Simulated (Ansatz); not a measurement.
Here is an Ansatz 0.2.0 calculation.

The input input.yaml:

```yaml
crystal:
  lattice:
    - [2.8516080131, 0.0, 0.0]
    - [-1.4258040066, 2.469564981, 0.0]
    - [0.0, 0.0, 5.567503]
  atoms:
    - { symbol: Ti, position: [0.6666666667, 0.3333333333, 0.75] }
    - { symbol: Ti, position: [0.3333333333, 0.6666666667, 0.25] }
    - { symbol: O, position: [0.0, 0.0, 0.5] }
    - { symbol: O, position: [0.0, 0.0, 0.0] }
hamiltonian:
  xc: pbesol
  pseudopotentials: { kind: paw }
  hubbard: { sites: [{ species: Ti, l: d, u_eff: 8.0 }] }
kpoints:
  mp_grid: { grid: [11, 11, 5] }
  band_path:
    path:
      - [[0.0, 0.0, 0.0], [0.5, 0.0, 0.0], [0.3333333333, 0.3333333333, 0.0], [0.0, 0.0, 0.0], [0.0, 0.0, 0.5], [0.5, 0.0, 0.5], [0.3333333333, 0.3333333333, 0.5], [0.0, 0.0, 0.5]]
      - [[0.5, 0.0, 0.5], [0.5, 0.0, 0.0]]
      - [[0.3333333333, 0.3333333333, 0.0], [0.3333333333, 0.3333333333, 0.5]]
    npoints: 14
scf:
  occupations: { method: fermi_dirac, width: 0.05 }
  n_extra_bands: 10
output:
  forces: true
  stress: true
  eigenvalues: true
  fatbands: false
  write_density: true
  write_potential: true
  elf: true
  volumetric_format: npy
```

Potentials or basis: Ansatz PAW.

Run with:

```bash
$ ansatz run input.yaml --threads 2 --pin off --max-ram 5632MiB --backend cpu --events-out ev --progress --plain --runs-dir out
```

Question: Predict the pressure.

Answer: 25.7 GPa.

Question: Estimate the band gap on the k mesh.

Answer: 1.49 eV, indirect (least direct gap 2.13 eV).

Question: Estimate the band gap along the path.

Answer: 1.49 eV, indirect (least direct gap 2.12 eV).

Stress tensor (GPa, compression positive):
```
42.29  0.00  0.00
 0.00 42.29  0.00
 0.00  0.00 -7.46
```

Caveat: the pressure holds a Pulay correction of +0.7 GPa for the finite cutoff; the PAW data sets come from PBE, with cores solved anew for the run's functional, which leaves a small shift of forces and pressure.
